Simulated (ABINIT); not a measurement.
# A GW chain in ABINIT: AlN (F-43m), part 2 of 3

Aim: the G0W0 gap of AlN (F-43m) on PBE, step by step.

ABINIT 10.8.3; PBE and many-body steps on it, plane waves. Known limits of the many-body steps: not at the basis limit.

So far. Step 2 (Ground state): The gap is indirect, with the least direct gap 0.87 eV higher.

**3. Bands along the symmetry lines**

Level of this step: DFT, PBE, plane waves, norm-conserving pseudopotentials (ABINIT).

Levels along a band path, at the cheap level, show where the edges lie and whether the meshes to come will hold them.

Contents of run.abi:

```
acell 3*1.0 Angstrom
rprim 
  -0.000000000000 2.183993559600 2.183993559600
  2.183993559600 -0.000000000000 2.183993559600
  2.183993559600 2.183993559600 -0.000000000000
ntypat 2
znucl 13 7
natom 2
typat 1 2
xred 
  0.000000000000 0.000000000000 0.000000000000
  0.750000000000 0.750000000000 0.750000000000
pp_dirpath "pseudos"
pseudos "Al.upf, N.upf"
ecut 36
iscf -2
irdden 1
kptopt 0
nkpt 50
kpt 
  0.00000000 0.00000000 0.00000000
  -0.06250000 -0.06250000 0.00000000
  -0.12500000 -0.12500000 0.00000000
  -0.18750000 -0.18750000 0.00000000
  -0.25000000 -0.25000000 0.00000000
  -0.31250000 -0.31250000 0.00000000
  -0.37500000 -0.37500000 0.00000000
  -0.43750000 -0.43750000 0.00000000
  -0.50000000 -0.50000000 0.00000000
  -0.48437500 -0.48437500 0.03125000
  -0.46875000 -0.46875000 0.06250000
  -0.45312500 -0.45312500 0.09375000
  -0.43750000 -0.43750000 0.12500000
  -0.42187500 -0.42187500 0.15625000
  -0.40625000 -0.40625000 0.18750000
  -0.39062500 -0.39062500 0.21875000
  -0.37500000 -0.37500000 0.25000000
  -0.37500000 0.00000000 0.37500000
  -0.32812500 0.00000000 0.32812500
  -0.28125000 0.00000000 0.28125000
  -0.23437500 0.00000000 0.23437500
  -0.18750000 0.00000000 0.18750000
  -0.14062500 0.00000000 0.14062500
  -0.09375000 0.00000000 0.09375000
  -0.04687500 0.00000000 0.04687500
  0.00000000 0.00000000 0.00000000
  0.00000000 0.00000000 0.06250000
  0.00000000 0.00000000 0.12500000
  0.00000000 0.00000000 0.18750000
  0.00000000 0.00000000 0.25000000
  0.00000000 0.00000000 0.31250000
  0.00000000 0.00000000 0.37500000
  0.00000000 0.00000000 0.43750000
  0.00000000 0.00000000 0.50000000
  -0.06250000 -0.03125000 0.46875000
  -0.12500000 -0.06250000 0.43750000
  -0.18750000 -0.09375000 0.40625000
  -0.25000000 -0.12500000 0.37500000
  -0.31250000 -0.15625000 0.34375000
  -0.37500000 -0.18750000 0.31250000
  -0.43750000 -0.21875000 0.28125000
  -0.50000000 -0.25000000 0.25000000
  -0.50000000 -0.28125000 0.21875000
  -0.50000000 -0.31250000 0.18750000
  -0.50000000 -0.34375000 0.15625000
  -0.50000000 -0.37500000 0.12500000
  -0.50000000 -0.40625000 0.09375000
  -0.50000000 -0.43750000 0.06250000
  -0.50000000 -0.46875000 0.03125000
  -0.50000000 -0.50000000 0.00000000
istwfk *1
nband 11
nbdbuf 2
tolwfr 1e-08
nstep 40
prtwf 0
prtvol 0
indata_prefix "in"
outdata_prefix "out"
tmpdata_prefix "tmp"
```

Run with:

```console
$ OMP_NUM_THREADS=1 mpirun -n 4 abinit run.abi > log
```

Numbers of over 12 decimals in the logs are rounded to 6 here.

Output:

```text
.Version 10.8.3 of ABINIT. v10.8.2 released Aug 2026.

 Symmetries : space group F-4 3 m (#216); Bravais cF (face-center cubic)
[... echo of the input left out ...]
== DATASET  1 ==================================================================
-   mpi_nproc: 4, omp_nthreads: 1 (-1 if OMP is not activated)

--- !DatasetInfo
iteration_state: {dtset: 1, }
dimensions: {natom: 2, nkpt: 50, mband: 11, nsppol: 1, nspinor: 1, nspden: 1, mpw: 1475, }
cutoff_energies: {ecut:  36.0, pawecutdg:  -1.0, }
electrons: {nelect:   8.00000000E+00, charge:   0.00000000E+00, occopt:   1.00000000E+00, tsmear:   1.00000000E-02, }

 Real(R)+Recip(G) space primitive vectors, cartesian coordinates (Bohr,Bohr^-1):
 R(1)=  0.0000000  4.1271497  4.1271497  G(1)= -0.1211490  0.1211490  0.1211490
 R(2)=  4.1271497  0.0000000  4.1271497  G(2)=  0.1211490 -0.1211490  0.1211490
 R(3)=  4.1271497  4.1271497  0.0000000  G(3)=  0.1211490  0.1211490 -0.1211490
 Unit cell volume ucvol=  1.4059849E+02 bohr^3
 Angles (23,13,12)=  6.00000000E+01  6.00000000E+01  6.00000000E+01 degrees

 getcut: wavevector=  0.0000  0.0000  0.0000  ngfft=  32  32  32
         ecut(hartree)=     36.000   => boxcut(ratio)=   2.02987

--- Pseudopotential description ------------------------------------------------
- Al Generated using ONCVPSP code by D. R. Hamann
- 13.00000   3.00000  171031                  znucl, zion, pspdat
12 -101130 2 -1 1876                          pspcod,pspxc,lmax,lloc,mmax
     nproj     2     2     2
  pspatm : epsatm=    4.08140545
         --- l  ekb(1:nproj) -->
             0    5.126667    0.728291
             1    7.287548    0.832437
             2   -2.770497   -0.637722
 pspatm: atomic psp has been read  and splines computed

- N Generated using ONCVPSP code by D. R. Hamann
-  7.00000   5.00000  171031                  znucl, zion, pspdat
12 -101130 1 -1 1058                          pspcod,pspxc,lmax,lloc,mmax
     nproj     2     2     0
  pspatm : epsatm=    5.20977870
         --- l  ekb(1:nproj) -->
[...]
pspatm: atomic psp has been read  and splines computed

--------------------------------------------------------------------------------

================================================================================
 prteigrs : about to open file out_EIG
 Non-SCF case, kpt    1 (  0.00000  0.00000  0.00000), residuals and eigenvalues=
  9.71E-10  2.77E-09  4.29E-09  7.32E-09  6.57E-10  1.48E-09  2.28E-09  8.19E-09
[...]
-3.6046E-01  1.8958E-01  1.8958E-01  1.8958E-01  3.4363E-01  6.5223E-01
  6.5223E-01  6.5223E-01  8.4170E-01  8.4170E-01  8.9101E-01
 Non-SCF case, kpt    2 ( -0.06250 -0.06250  0.00000), residuals and eigenvalues=
  1.61E-09  4.70E-09  3.30E-09  4.21E-09  2.01E-09  3.11E-09  1.76E-09  3.04E-09
[...]
-3.5763E-01  1.7673E-01  1.8652E-01  1.8652E-01  3.5768E-01  6.4259E-01
[...]
5.51E-09  4.84E-09  2.51E-09  3.94E-09  1.53E-09  4.56E-09  1.74E-09  7.44E-09
[...]
-3.4934E-01  1.4803E-01  1.7814E-01  1.7814E-01  3.8760E-01  6.1896E-01
  6.6769E-01  6.6769E-01  6.9898E-01  8.5904E-01  9.2688E-01
[...]
Non-SCF case, kpt   49 ( -0.50000 -0.46875  0.03125), residuals and eigenvalues=
[...]
-2.6170E-01  1.0381E-02  1.2267E-01  1.2270E-01  3.1521E-01  5.1016E-01
  6.9990E-01  7.6114E-01  7.6755E-01  1.0562E+00  1.0588E+00
 Non-SCF case, kpt   50 ( -0.50000 -0.50000  0.00000), residuals and eigenvalues=
[...]
-2.6178E-01  9.5895E-03  1.2433E-01  1.2433E-01  3.1176E-01  5.0752E-01
  7.0112E-01  7.6645E-01  7.6645E-01  1.0537E+00  1.0698E+00

--- !ResultsGS
iteration_state: {dtset: 1, }
comment   : Summary of ground state results
lattice_vectors:
- [ -0.0000000,   4.1271497,   4.1271497, ]
- [  4.1271497,  -0.0000000,   4.1271497, ]
- [  4.1271497,   4.1271497,  -0.0000000, ]
lattice_lengths: [   5.83667,    5.83667,    5.83667, ]
lattice_angles: [ 60.000,  60.000,  60.000, ] # degrees, (23, 13, 12)
lattice_volume:   1.4059849E+02
convergence: {deltae:  0.000E+00, res2:  0.000E+00, residm:  9.997E-09, diffor:  0.000E+00, }
etotal    :  -1.27923967E+01
entropy   :   0.00000000E+00
fermie    :   1.89575042E-01
cartesian_stress_tensor: null
pressure_GPa: null
xred      :
- [  0.0000E+00,   0.0000E+00,   0.0000E+00, Al]
- [  7.5000E-01,   7.5000E-01,   7.5000E-01,  N]
cartesian_forces: null
force_length_stats: {min: null, max: null, mean: null, }

 Integrated electronic density in atomic spheres:
 ------------------------------------------------
 Atom  Sphere_radius  Integrated_density
[...]
================================================================================

 ----iterations are completed or convergence reached----

 Mean square residual over all n,k,spin=   46.700E-10; max=  99.965E-10
 reduced coordinates (array xred) for    2 atoms
[...]
cartesian coordinates (angstrom) at end:
    1      0.000000     0.000000     0.000000
    2      3.275990     3.275990     3.275990
 length scales=  1.889726125908  1.889726125908  1.889726125908 bohr
              =  1.000000000000  1.000000000000  1.000000000000 angstroms
 prteigrs : about to open file out_EIG
 Eigenvalues (hartree) for nkpt=  50  k points:
 kpt#   1, nband= 11, wtk=  1.00000, kpt=  0.0000  0.0000  0.0000 (reduced coord)
[...]
kpt#   2, nband= 11, wtk=  1.00000, kpt= -0.0625 -0.0625  0.0000 (reduced coord)
[...]
kpt#   3, nband= 11, wtk=  1.00000, kpt= -0.1250 -0.1250  0.0000 (reduced coord)
[...]
kpt#  49, nband= 11, wtk=  1.00000, kpt= -0.5000 -0.4687  0.0313 (reduced coord)
  -0.26170    0.01038    0.12267    0.12270    0.31521    0.51016    0.69990    0.76114
   0.76755    1.05617    1.05884
 kpt#  50, nband= 11, wtk=  1.00000, kpt= -0.5000 -0.5000  0.0000 (reduced coord)
  -0.26178    0.00959    0.12433    0.12433    0.31176    0.50752    0.70112    0.76645
   0.76645    1.05374    1.06976

== END DATASET(S) ==============================================================
================================================================================

 -outvars: echo values of variables after computation  --------
            nband          11
             nkpt          50
          spgroup         216
 [... the other variables as echoed above ...]

 Calculation completed.
```

It took 5.4 s on 4 MPI ranks of Arm Neoverse N1, shared host; peak memory 0.24 GiB; 21 s of CPU time.

Numbers from this step:

- gap: 3.325 eV
- k of the valence top: 0, 0, 0
- k of the conduction bottom: -0.5, -0.5, 0
- least direct gap: 4.192 eV

The gap is 3.325 eV, as in the run before at this level.

Electronic bands along the path, in eV, zero at the top of the highest filled band; v1 is the highest filled band, c1 the lowest empty one:

```
    point      v4     v3     v2     v1    c1     c2     c3     c4
        Γ  -14.97   0.00   0.00   0.00  4.19  12.59  12.59  12.59
  halfway  -13.84  -2.88  -0.98  -0.98  5.96  10.29  11.51  14.02
        X  -12.28  -4.90  -1.78  -1.78  3.32   8.65  13.92  15.70
  halfway  -12.27  -4.73  -2.47  -1.67  3.96   9.19  13.67  15.23
        U  -12.30  -4.25  -3.63  -1.37  5.17  10.12  13.05  14.17
jump to K  -12.30  -4.25  -3.63  -1.37  5.17  10.12  13.05  14.17
  halfway  -13.74  -3.54  -1.50  -0.20  7.34  10.30  11.41  12.58
        Γ  -14.97   0.00   0.00   0.00  4.19  12.59  12.59  12.59
  halfway  -14.12  -3.26  -0.26  -0.26  6.45  10.98  12.35  12.35
        L  -12.92  -5.86  -0.48  -0.48  7.39   9.85  11.17  11.17
  halfway  -12.60  -5.14  -2.22  -1.12  7.11   9.26  12.17  12.69
        W  -12.23  -3.77  -3.44  -2.70  6.05  11.45  11.98  12.16
  halfway  -12.25  -4.56  -2.40  -2.29  4.57   9.69  13.40  13.89
        X  -12.28  -4.90  -1.78  -1.78  3.32   8.65  13.92  15.70
```

The electronic bands as a text plot (rows in eV, shown from -8.0 to 9.3 only):

```
    9.0 |         ++++++      ++                    +++       +++
    8.2 |                     ++                    +
    7.5 |                   ++  +              +++++ +
    6.8 |                        ++         +++       ++
    6.1 |    +++           +               +            ++++
    5.4 |  ++   ++        +        ++    ++                 +
    4.6 | +              +           +  +                    +
    3.9 |+        +++  ++             ++                      ++
    3.2 |            ++                                         +
    2.5 |
    1.7 |
    1.0 |
    0.3 |*                         ******
   -0.4 | ****              **********  *************
   -1.1 |  ** ****       ***    *****    **         ****
   -1.9 |    *    *******                  *         ** *     ***
   -2.6 |     **       **     ** **                    * *****
   -3.3 |       **       *****  *           *           *****
   -4.0 |         *      ***  **             **         *****
   -4.8 |          ******   **                 *       *     ****
   -5.5 |                                       * *****
   -6.2 |                                        *
   -6.9 |
   -7.6 |
         Γ           X  U|K            Γ         L        W     X
```

**4. Empty states on the mesh, 6×6×6 mesh, 33 bands**

The sums over transitions need many empty states on a uniform mesh; this step solves for them.

Contents of run.abi:

```
acell 3*1.0 Angstrom
rprim 
  -0.000000000000 2.183993559600 2.183993559600
  2.183993559600 -0.000000000000 2.183993559600
  2.183993559600 2.183993559600 -0.000000000000
ntypat 2
znucl 13 7
natom 2
typat 1 2
xred 
  0.000000000000 0.000000000000 0.000000000000
  0.750000000000 0.750000000000 0.750000000000
pp_dirpath "pseudos"
pseudos "Al.upf, N.upf"
ecut 36
ngkpt 6 6 6
nshiftk 1
shiftk 0 0 0
kptopt 1
chksymbreak 0
iscf -2
irdden 1
istwfk *1
nband 33
nbdbuf 4
tolwfr 1e-09
nstep 60
prtvol 0
indata_prefix "in"
outdata_prefix "out"
tmpdata_prefix "tmp"
```

Output:

```text
.Version 10.8.3 of ABINIT. v10.8.2 released Aug 2026.

 Symmetries : space group F-4 3 m (#216); Bravais cF (face-center cubic)
[... echo of the input left out ...]
== DATASET  1 ==================================================================
-   mpi_nproc: 4, omp_nthreads: 1 (-1 if OMP is not activated)

--- !DatasetInfo
iteration_state: {dtset: 1, }
dimensions: {natom: 2, nkpt: 16, mband: 33, nsppol: 1, nspinor: 1, nspden: 1, mpw: 1464, }
cutoff_energies: {ecut:  36.0, pawecutdg:  -1.0, }
electrons: {nelect:   8.00000000E+00, charge:   0.00000000E+00, occopt:   1.00000000E+00, tsmear:   1.00000000E-02, }

 Real(R)+Recip(G) space primitive vectors, cartesian coordinates (Bohr,Bohr^-1):
 R(1)=  0.0000000  4.1271497  4.1271497  G(1)= -0.1211490  0.1211490  0.1211490
 R(2)=  4.1271497  0.0000000  4.1271497  G(2)=  0.1211490 -0.1211490  0.1211490
 R(3)=  4.1271497  4.1271497  0.0000000  G(3)=  0.1211490  0.1211490 -0.1211490
 Unit cell volume ucvol=  1.4059849E+02 bohr^3
 Angles (23,13,12)=  6.00000000E+01  6.00000000E+01  6.00000000E+01 degrees

 getcut: wavevector=  0.0000  0.0000  0.0000  ngfft=  32  32  32
         ecut(hartree)=     36.000   => boxcut(ratio)=   2.02987

--- Pseudopotential description ------------------------------------------------
- Al Generated using ONCVPSP code by D. R. Hamann
- 13.00000   3.00000  171031                  znucl, zion, pspdat
12 -101130 2 -1 1876                          pspcod,pspxc,lmax,lloc,mmax
     nproj     2     2     2
  pspatm : epsatm=    4.08140545
         --- l  ekb(1:nproj) -->
             0    5.126667    0.728291
             1    7.287548    0.832437
             2   -2.770497   -0.637722
 pspatm: atomic psp has been read  and splines computed

- N Generated using ONCVPSP code by D. R. Hamann
-  7.00000   5.00000  171031                  znucl, zion, pspdat
12 -101130 1 -1 1058                          pspcod,pspxc,lmax,lloc,mmax
     nproj     2     2     0
  pspatm : epsatm=    5.20977870
         --- l  ekb(1:nproj) -->
[...]
pspatm: atomic psp has been read  and splines computed

--------------------------------------------------------------------------------

================================================================================
 prteigrs : about to open file out_EIG
 Non-SCF case, kpt    1 (  0.00000  0.00000  0.00000), residuals and eigenvalues=
  3.09E-11  1.48E-10  3.04E-10  4.56E-10  1.34E-10  4.13E-11  6.55E-11  1.50E-10
  8.72E-11  2.26E-10  7.80E-11  7.56E-11  8.90E-10  3.75E-11  9.19E-11  1.71E-10
  4.72E-10  7.07E-10  2.11E-10  2.88E-10  6.37E-10  2.81E-10  7.84E-10  2.27E-10
[...]
6.53E-10
 -3.6046E-01  1.8958E-01  1.8958E-01  1.8958E-01  3.4363E-01  6.5223E-01
  6.5223E-01  6.5223E-01  8.4170E-01  8.4170E-01  8.9101E-01  8.9101E-01
  8.9101E-01  9.6680E-01  1.1470E+00  1.4588E+00  1.4588E+00  1.4588E+00
  1.8354E+00  1.8354E+00  1.8354E+00  1.8966E+00  1.8966E+00  2.0427E+00
  2.0427E+00  2.0427E+00  2.3831E+00  2.4828E+00  2.4828E+00  2.4828E+00
[...]
prteigrs : prtvol=0 or 1, do not print more k-points.

--- !ResultsGS
iteration_state: {dtset: 1, }
comment   : Summary of ground state results
lattice_vectors:
- [ -0.0000000,   4.1271497,   4.1271497, ]
- [  4.1271497,  -0.0000000,   4.1271497, ]
- [  4.1271497,   4.1271497,  -0.0000000, ]
lattice_lengths: [   5.83667,    5.83667,    5.83667, ]
lattice_angles: [ 60.000,  60.000,  60.000, ] # degrees, (23, 13, 12)
lattice_volume:   1.4059849E+02
convergence: {deltae:  0.000E+00, res2:  0.000E+00, residm:  9.898E-10, diffor:  0.000E+00, }
etotal    :  -1.27923967E+01
entropy   :   0.00000000E+00
fermie    :   1.89575042E-01
cartesian_stress_tensor: null
pressure_GPa: null
xred      :
- [  0.0000E+00,   0.0000E+00,   0.0000E+00, Al]
- [  7.5000E-01,   7.5000E-01,   7.5000E-01,  N]
cartesian_forces: null
force_length_stats: {min: null, max: null, mean: null, }

 Integrated electronic density in atomic spheres:
 ------------------------------------------------
 Atom  Sphere_radius  Integrated_density
[...]
================================================================================

 ----iterations are completed or convergence reached----

 Mean square residual over all n,k,spin=   39.175E-11; max=  98.979E-11
 reduced coordinates (array xred) for    2 atoms
       0.000000000000      0.000000000000      0.000000000000
       0.750000000000      0.750000000000      0.750000000000

 cartesian coordinates (angstrom) at end:
    1      0.000000     0.000000     0.000000
    2      3.275990     3.275990     3.275990
 length scales=  1.889726125908  1.889726125908  1.889726125908 bohr
              =  1.000000000000  1.000000000000  1.000000000000 angstroms
 prteigrs : about to open file out_EIG
 Eigenvalues (hartree) for nkpt=  16  k points:
 kpt#   1, nband= 33, wtk=  0.00463, kpt=  0.0000  0.0000  0.0000 (reduced coord)
[...]
1.45884    1.45884    1.83537    1.83537    1.83537    1.89660    1.89660    2.04268
   2.04268    2.04268    2.38311    2.48280    2.48280    2.48280    2.60344    2.60441
   2.62523
 prteigrs : prtvol=0 or 1, do not print more k-points.

== END DATASET(S) ==============================================================
================================================================================

 -outvars: echo values of variables after computation  --------
            nband          33
             nkpt          16
          spgroup         216
 [... the other variables as echoed above ...]

 Calculation completed.
```

Run time: 6.4 s. Hardware: 4 MPI ranks; peak memory 0.24 GiB; 25 s of CPU time.

This step gave:

```
gap                                                           : 3.325 eV
k of the valence top                                          : 0, 0, 0
k of the conduction bottom                                    : 0.5, 0.5, 0
least direct gap                                              : 4.192 eV
k points computed                                             : 16
lowest point of the top converged band, above the valence top : 53.0189 eV
```

On this mesh the gap is 3.325 eV.

**5. Screening, 6×6×6 mesh, 29 bands, screening to 130.6 eV**

The RPA dielectric matrix is built and inverted for each q.

This step: RPA screening on PBE, plane waves, norm-conserving pseudopotentials.

Changes to run.abi since step 4:

```diff
@@ -20,10 +20,11 @@
 chksymbreak 0
-iscf -2
-irdden 1
 istwfk *1
-nband 33
-nbdbuf 4
-tolwfr 1e-09
-nstep 60
-prtvol 0
+occopt 1
+irdwfk 1
+optdriver 3
+nband 29
+ecuteps 4.8
+inclvkb 2
+awtr 1
+symchi 1
 indata_prefix "in"
```

Output:

```text
.Version 10.8.3 of ABINIT. v10.8.2 released Aug 2026.

 Symmetries : space group F-4 3 m (#216); Bravais cF (face-center cubic)
[... echo of the input left out ...]
== DATASET  1 ==================================================================
-   mpi_nproc: 4, omp_nthreads: 1 (-1 if OMP is not activated)

--- !DatasetInfo
iteration_state: {dtset: 1, }
dimensions: {natom: 2, nkpt: 16, mband: 29, nsppol: 1, nspinor: 1, nspden: 1, mpw: 1464, }
cutoff_energies: {ecut:  36.0, pawecutdg:  -1.0, }
electrons: {nelect:   8.00000000E+00, charge:   0.00000000E+00, occopt:   1.00000000E+00, tsmear:   1.00000000E-02, }

 SCREENING: Calculation of the susceptibility and dielectric matrices

 Based on a program developped by R.W. Godby, V. Olevano, G. Onida, and L. Reining.
 Incorporated in ABINIT by V. Olevano, G.-M. Rignanese, and M. Torrent.
.Using double precision arithmetic ; gwpc =  8

[... cell and pseudopotentials left out ...]
--------------------------------------------------------------------------------

 ==== K-mesh for the wavefunctions ====
 Number of points in the irreducible wedge :    16
[... list of points left out ...]
 Together with 24 symmetry operations and time-reversal symmetry
 yields   216 points in the full Brillouin Zone.

 ==== Q-mesh for the screening function ====
 Number of points in the irreducible wedge :    16
[... list of points left out ...]
 Together with 24 symmetry operations and time-reversal symmetry
 yields   216 points in the full Brillouin Zone.

 setmesh: FFT mesh size selected  =    24x   24x   24
          total number of points  =        13824

 vcoul_init : cutoff-mode = AUXILIARY_FUNCTION
 q-points for optical limit:   1
     1)      0.000010    0.000020    0.000030

- screening: taking advantage of time-reversal symmetry
- Maximum band index for partially occupied states nbvw = 4
- Remaining bands to be divided among processors   nbcw = 25
- Number of bands treated by each node ~6

 Number of electrons calculated from density =    8.0000; Expected =    8.0000
 average of density, n =  0.056900
 r_s =    1.6129
 omega_plasma =   23.0097 [eV]

 calculating chi0 at frequencies [eV] :
  1    0.000000E+00    0.000000E+00
  2    0.000000E+00    2.300966E+01

--------------------------------------------------------------------------------
  q-point number  1        q = ( 0.000000, 0.000000, 0.000000) [r.l.u.]
--------------------------------------------------------------------------------
[... chi0 elements left out ...]
 For q-point:  0.000010 0.000020 0.000030
  dielectric constant =   4.3588
  dielectric constant without local fields =   4.7831

  Average fulfillment of the sum rule on Im[epsilon] for q-point    1 :     55.30  [%]
[... wings left out ...]
  q-point number  2        q = ( 0.166667, 0.000000, 0.000000) [r.l.u.]
--------------------------------------------------------------------------------
[... chi0 elements left out ...]
  Average fulfillment of the sum rule on Im[epsilon] for q-point    2 :     82.16  [%]

 [... 14 further q-points ...]
```

The job ended after 19 s (4 MPI ranks; peak memory 0.45 GiB; 77 s of CPU time).

Numbers from this step:

```
ε∞ with local fields, on this mesh, along the program's q direction : 4.359
the same without local fields                                       : 4.783
plasma frequency                                                    : 23.01 eV
plane waves in the screening matrix                                 : 65
```

Local fields lower ε∞ by 9 %.

(Part 2 of 3 ends here.)

[Paths, hosts, dates, memory and timing lines, banners, echoed tables and standing remarks are left out of the program output.]

[Logs are printed without paths, hosts, clocks, repeated set-up lines and the standing remarks that a program may print on its own settings, such as how far it seeks lower states.]

[Runs of the session that timed out or met a known fault of the program may be left out.]

[Hosts, paths, dates, database ids (printed as entryN), source tags and the programs' standing remarks are cut or masked in the printed files.]

[G0W0 gaps are taken among the corrected bands and points alone; a level outside them can change the order at an edge.]

[Where Ansatz stands beside ABINIT at settings called matched, ABINIT's density can come from a denser mesh and the files from another edition; pairs whose starting gaps differed by over 0.03 eV were left out, so agreement reads better than it is.]
